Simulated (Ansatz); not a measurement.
System: zinc-blende AlSb. Method: rVV10 (Ansatz, a program for electronic structure, plane waves, PAW).

Run with plane-wave cutoff 520 eV, 10×10×10 k mesh, Fermi–Dirac smearing 0.01 eV, scalar-relativistic PAW data made under PBE.

Computed at the level's own relaxed cell.

Problem. Estimate the bulk modulus B0, pressure derivative B′ of the bulk modulus, lattice parameter a and band gap that the calculation returns.

Solution. 
- bulk modulus B0: 48.4 GPa
- pressure derivative B′ of the bulk modulus: 4.5
- lattice parameter a: 6.248 Å
- band gap: 1.09 eV

Measured, for comparison: band gap 1.73 eV (zero-point renormalisation of 35 meV (experimental, the table's column) added back here, indirect; inputs from Miglio et al. (2020), arXiv:2011.12765); bulk modulus 58.2 GPa (temperature not stated, no zero-point or thermal correction; as tabulated in Toher et al. (2017), arXiv:1611.05714); lattice constant a 6.128 Å (low temperature, thermal expansion removed or low-temperature value; zero-point expansion not removed; as tabulated in Zhang et al. (2018), doi:10.1088/1367-2630/aac7f0). Computed (rounded) less measured: bulk modulus -17 %, lattice constant a +2.0 %.

Spin–orbit coupling is not included; with these elements it can move the gap by several tenths of an eV or more.

Computing time: roughly 90 core-seconds.
